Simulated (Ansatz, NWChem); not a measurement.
**Worked example: vertical energy of the triplet above the singlet of C5H6 (cyclopentadiene)**

C5H6 has 11 atoms, charge 0, and is taken as a singlet. As SMILES, `C1=CCC=C1`. The coordinates come from a PBE0-D4/def2-TZVP relaxation.

| atom | x (Å) | y (Å) | z (Å) |
| --- | --- | --- | --- |
| C | -1.1909 | 0.4356 | -0.2532 |
| C | -0.7280 | 0.0154 | 0.9344 |
| C | 0.6960 | -0.4048 | 0.7818 |
| C | 0.9759 | -0.1620 | -0.6640 |
| C | -0.1294 | 0.3254 | -1.2488 |
| H | -2.1895 | 0.8007 | -0.4559 |
| H | -1.2753 | -0.0236 | 1.8661 |
| H | 0.8455 | -1.4569 | 1.0580 |
| H | 1.3661 | 0.1731 | 1.4320 |
| H | 1.9276 | -0.3572 | -1.1386 |
| H | -0.2326 | 0.5975 | -2.2914 |

Both states at this one shape; open shells run unrestricted unless said. 1 Eh = 27.2114 eV.

| level | program | singlet C5H6 (Eh) | triplet C5H6 (Eh) |
| --- | --- | --- | --- |
| BLYP/6-31G* (spherical functions) | Ansatz | -193.989849 | -193.870990 |
| M06-L/6-31G* (spherical functions) | NWChem | -194.064543 | -193.948508 |
| PBE0/6-31G* (spherical functions) | Ansatz | -193.860099 | -193.743205 |
| PBE-QIDH/6-31G* (spherical functions), 5 core orbitals frozen | Ansatz | -193.766546 | -193.641921 |

Work out the vertical gap, second state less first, at each level.


1. BLYP/6-31G* (spherical functions): -193.870990 − (-193.989849) = 0.118859 Eh = 3.23 eV.
2. M06-L/6-31G* (spherical functions): -193.948508 − (-194.064543) = 0.116035 Eh = 3.16 eV.
3. PBE0/6-31G* (spherical functions): -193.743205 − (-193.860099) = 0.116894 Eh = 3.18 eV.
4. PBE-QIDH/6-31G* (spherical functions): -193.641921 − (-193.766546) = 0.124625 Eh = 3.39 eV.

No measured value is set beside it here; the levels span 3.16 to 3.39 eV.
